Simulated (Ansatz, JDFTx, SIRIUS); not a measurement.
## Mo: programs and potentials compared

```
CELL_PARAMETERS angstrom
-1.58381 1.58381 1.58381
1.58381 -1.58381 1.58381
1.58381 1.58381 -1.58381
ATOMIC_POSITIONS crystal
Mo 0.00000 0.00000 0.00000
```

Alike in all runs: task equation of state; functional PBEsol; k mesh 12 × 12 × 12; occupations fermi-dirac, width 0.05 eV; no spin polarisation; no spin-orbit coupling.

| program and potentials | plane-wave cutoff (eV) | notes | equilibrium volume (Å³/atom) | bulk modulus (GPa) |
| --- | --- | --- | --- | --- |
| Ansatz, PseudoDojo PBEsol stringent | 1088 | - | 15.34 | 283.2 |
| SIRIUS, all-electron FP-LAPW, apw+lo standard | - | - | 15.31 | 282.0 |
| JDFTx, PseudoDojo-SR-PBEsol-0.4.1-standard | 1088 | - | 15.34 | 282.8 |

The equilibrium volume spans 15.31 (SIRIUS, all-electron FP-LAPW, apw+lo standard) to 15.34 Å³/atom (JDFTx, PseudoDojo-SR-PBEsol-0.4.1-standard), with all-electron results at 15.31. The bulk modulus spans 282.0 (SIRIUS, all-electron FP-LAPW, apw+lo standard) to 283.2 GPa (Ansatz, PseudoDojo PBEsol stringent), with all-electron results at 282.0. For a metal such a mesh isn't converged, which the comparison doesn't need.

The functional is the same throughout but for its coding, so the spread measures potentials, basis and numerics; runs on potential files found faulty are left out.
